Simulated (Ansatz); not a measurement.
The system is WC.

```
CELL_PARAMETERS angstrom
0.00000 2.19268 2.19268
2.19268 0.00000 2.19268
2.19268 2.19268 0.00000
ATOMIC_POSITIONS crystal
W 0.00000 0.00000 0.00000
C 0.50000 0.50000 0.50000
```

Measurements of this composition are mostly on another form, of space group No. 187.

| Property | Result |
| --- | --- |
| Program | Ansatz 0.2.0 |
| Task | relaxation of cell and atoms |
| Functional | revPBE |
| Dispersion | D4 |
| Potentials or basis | Ansatz PAW |
| Cutoff | 420 eV (not typed: the program's choice for these potentials) |
| k mesh | 10 × 10 × 10 |
| Occupations | fermi-dirac, width 0.05 eV |
| Spin | no spin polarisation |

At the start: volume 10.54 Å³/atom.

Task: Where does the relaxation end?

Result: It ends after 7 steps and the volume is 10.22 Å³/atom (-3.0 %); space group Fm-3m (No. 225, to 0.05 Å).

Step by step:
| step | energy change (eV) | largest force (eV/Å) | volume (Å³) |
| --- | --- | --- | --- |
| 1 | 0.0000 | 0.0000 | 21.08 |
| 2 | -0.0194 | 0.0000 | 20.17 |
| 3 | -0.0237 | 0.0000 | 20.47 |
| 4 | -0.0237 | 0.0000 | 20.45 |
| 5 | -0.0226 | 0.0000 | 20.45 |
| 6 | -0.0226 | 0.0000 | 20.45 |
| 7 | -0.0226 | 0.0000 | 20.45 |

Final structure:
```
W C
1.0
     0.00000    2.17040    2.17040
     2.17040    0.00000    2.17040
     2.17040    2.17040    0.00000
W C
1 1
Direct
  0.00000 0.00000 0.00000
  0.50000 0.50000 0.50000
```

Caveat: the plane-wave basis is chosen anew once the cell has moved, so the energies of steps on either side of that aren't comparable; the pressure holds a Pulay correction of +0.3 GPa for the finite cutoff; pairwise dispersion overbinds metals, which lowers pressure and volume; the PAW data sets come from PBE, with cores solved anew for the run's functional, which leaves a small shift of forces and pressure.
